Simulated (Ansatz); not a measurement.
## CsH: strain and displacement

```
Cs H
1.0
     0.00000    3.19125    3.19125
     3.19125    0.00000    3.19125
     3.19125    3.19125    0.00000
Cs H
1 1
Direct
  0.00000 0.00000 0.00000
  0.50000 0.50000 0.50000
```

Atoms are numbered in the order listed.

Structure from Materials Project entry mp-1057286 (possibly hypothetical), not relaxed further.

Spin–orbit coupling is left out, though it moves levels of the heavy atoms by tenths of an eV or more.

The calculation used DFT, r2SCAN, PAW with Ansatz's default frozen-core files, scalar-relativistic (Ansatz 0.2.0).

Settings: a Γ-centred 7×7×7 k mesh, Fermi–Dirac smearing of 0.02 eV, cutoff 500 eV, no spin polarisation; the PAW files were made with PBE, and the program remakes their frozen cores for this functional.

The unchanged cell is at -0.02 GPa.

x, y and z are the Cartesian axes of the cell as listed; fractional coordinates follow a strain, and an engineering shear is twice the off-diagonal strain component.

Vzz stands for the principal value of largest size of the field-gradient tensor, whatever its axis.

Spin–orbit coupling is left out, which moves gradients at and beside heavy atoms by some per cent and at worst by a factor of two.

(1) With this change (xy engineering shear strain of +3 %), what becomes of the energy and stress and field gradients and gap?

With equal xy, yz and zx engineering shear strains of -2 %: energy change +0.5 meV/atom; stress change (xx, yy, zz, yz, xz, xy) 0.00, 0.00, 0.00, 0.09, 0.09, 0.09 GPa, compression positive; Vzz in 10²¹ V/m²: Cs1 0 → 1.42 (η = 0.00), H2 0 → 0.00 (η = 0.00); gap on the k mesh 2.91 → 2.90 eV.

(2) With this change (atom 1 (Cs) moved by (0.0300, 0.0000, 0.0000) Å), what becomes of the energy and stress and forces and field gradients and gap?

## Answers

(1) Energy change +0.4 meV/atom; stress change (xx, yy, zz, yz, xz, xy) 0.00, 0.00, -0.01, 0.00, 0.00, -0.14 GPa, compression positive; Vzz in 10²¹ V/m²: Cs1 0 → 1.10 (η = 0.96), H2 0 → 0 (under 0.004); gap on the k mesh 2.91 → 2.90 eV.

(2) Energy change +0.1 meV/atom; stress change (xx, yy, zz, yz, xz, xy) 0.01, 0.00, 0.00, 0.00, 0.00, 0.00 GPa, compression positive; change of the force on Cs1 (-0.018, 0.000, 0.000) eV/Å; Vzz in 10²¹ V/m²: Cs1 0 → -0.01 (η = 0.00), H2 0 → 0 (under 0.004); gap on the k mesh 2.91 → 2.91 eV.
